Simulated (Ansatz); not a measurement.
Cr in Ansatz: the effect of functional

Crystal: Cr.

```
Cr
1.0
     1.14705   -2.46703    0.00000
     1.14705    2.46703    0.00000
     0.00000    0.00000    4.06431
Cr
2
Direct
  0.87053 0.12947 0.75000
  0.12947 0.87053 0.25000
```

This isn't the form of Cr at room conditions, which is bcc.

Alike in all runs:

```yaml
Program: Ansatz 0.2.0
Task: equation of state
Potentials_or_basis: Ansatz PAW
k_mesh: 13 × 13 × 7
Occupations: fermi-dirac, width 0.05 eV
Spin: collinear spin, ferromagnetic start
Starting_moments: "[3.0, 3.0] μB"
```

| functional | cutoff | V0 of scaled cells (Å³/atom) | B0 (GPa) |
| --- | --- | --- | --- |
| LDA | 420 eV | ? | ? |
| PBEsol | 420 eV | 11.42 | 260 |
| r2SCAN | 500 eV | 11.60 | 257 |

Task: What does the run with functional LDA give?

Result: V0 of scaled cells 11.09 Å³/atom; B0 279 GPa.

Caveats: the cell was scaled at fixed shape and fractional positions, which overstates the stiffness of a crystal with free parameters, most of all of layers and chains; the magnetic or orbital state may not be the lowest (some runs); the PAW data sets were made with another functional, which shifts forces and pressure a little (some runs).

Runs at the PBE level aren't shown here.
